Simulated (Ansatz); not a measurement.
**Re (Fm-3m), trigonal deformation path**

Computed with DFT PBE, scalar-relativistic, plane waves, PAW in Ansatz. Settings: plane waves to 420 eV, k-mesh 22×22×22 (Γ-centred), Gaussian smearing 0.15 eV. Spin–orbit coupling is left out, which can shift energies with elements as heavy as these. No spin polarisation. Energies are free energies at this smearing, counted from the undisturbed cell; pressure is positive in compression.

The starting cell (as given, not relaxed at this level; it stands at -9.2 GPa; this fcc form isn't the usual structure):

```
CELL_PARAMETERS angstrom
0.00000 1.97500 1.97500
1.97500 0.00000 1.97500
1.97500 1.97500 0.00000
ATOMIC_POSITIONS crystal
Re 0.00000 0.00000 0.00000
```

At fixed volume and fractional coordinates, lengths along (0.577, 0.577, 0.577) are scaled against those across it; ρ is that ratio over its starting value. The cell is metallic on the mesh throughout. At ρ = 0.500 the cell becomes cubic (Pm-3m), and there the slope of the energy vanishes by symmetry. At -9 GPa the given cell is far from its own equilibrium, so these figures belong to a strongly strained crystal.

```
    ρ  ΔE (meV/atom)
0.500         1483.9
0.600         1324.3
0.710          817.2
0.850          281.9
1.000            0.0
1.200          419.4
1.410         1413.2
2.000         5818.5
```

Q: Predict the pressure (GPa) at each point.

A:
```tsv
ρ	pressure (GPa)
0.500	34.7
0.600	31.0
0.710	16.7
0.850	-0.7
1.000	-9.2
1.200	4.4
1.410	39.5
2.000	187.9
```